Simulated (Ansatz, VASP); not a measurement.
**Fe in VASP and in Ansatz**

Contents of INCAR:

```
SYSTEM = Fe
  PREC = Accurate
  ENCUT = 520
  EDIFF = 1E-7
  ISMEAR = -1
  SIGMA = 0.05
  LREAL = .False.
  LASPH = .True.
  NELM = 150
  ALGO = Normal
  ISIF = 2
  LWAVE = .False.
  LCHARG = .False.
  ISPIN = 2
  MAGMOM = 3
  LORBIT = 11
  LMAXMIX = 4
  GGA = CA
  NBANDS = 14
```

Contents of KPOINTS:

```
Automatic mesh
0
Gamma
  13 13 13
  0 0 0
```

Contents of POSCAR:

```
Fe
1.0
    0.0000000000      1.9417396906      1.9651051623
    1.4984397099      0.0000000000      1.9651051623
    1.4984397099      1.9417396906      0.0000000000
Fe
1
Direct
    0.0000000000      0.0000000000      0.0000000000
```

Contents of input.yaml:

```yaml
crystal:
  lattice:
    - [0.0, 1.9417396906, 1.9651051623]
    - [1.4984397099, 0.0, 1.9651051623]
    - [1.4984397099, 1.9417396906, 0.0]
  atoms:
    - { symbol: Fe, position: [0.0, 0.0, 0.0], spin: 3.0 }
kpoints:
  mp_grid: { grid: [13, 13, 13] }
scf:
  occupations: { method: fermi_dirac, width: 0.05 }
hamiltonian:
  xc: lda
  pseudopotentials: { kind: all_electron, lapw: { basis_error: 0.001 } }
magnetization:
  spin_polarized: true
output:
  forces: true
  stress: true
  eigenvalues: true
```

Alike in both runs: task single point; functional LDA; k mesh 13 × 13 × 13; occupations fermi-dirac, width 0.05 eV; collinear spin.

|  | VASP | Ansatz |
| --- | --- | --- |
| version | VASP 6.6.1 | Ansatz 0.2.0 |
| potentials or method | VASP PAW LDA potentials, release 64 (Fe) | all-electron LAPW, scalar-relativistic |
| plane-wave cutoff (eV) | 520 | see its input |

```csv
,VASP,Ansatz,Ansatz less VASP
gap on the k mesh at the Fermi level (eV),none,none,-
pressure (GPa),-19.4,-18.8,+0.64
largest component of the traceless stress (GPa),5.78,5.54,-0.243
net moment per atom (μB),2.11,2.14,+0.032
size of the moment on the site where the two differ most (μB),2.08,2.17,+0.085
```

Site moments also hang on the region over which each program counts them. A gap of «none» marks a metal or a gap that the smearing closes. Ansatz ran all-electron here, so the differences hold the error of VASP's frozen core and of both bases.

Caveats: so large a pressure means that the cell lies far from this level's equilibrium, or that cutoff or potentials fall short (VASP).
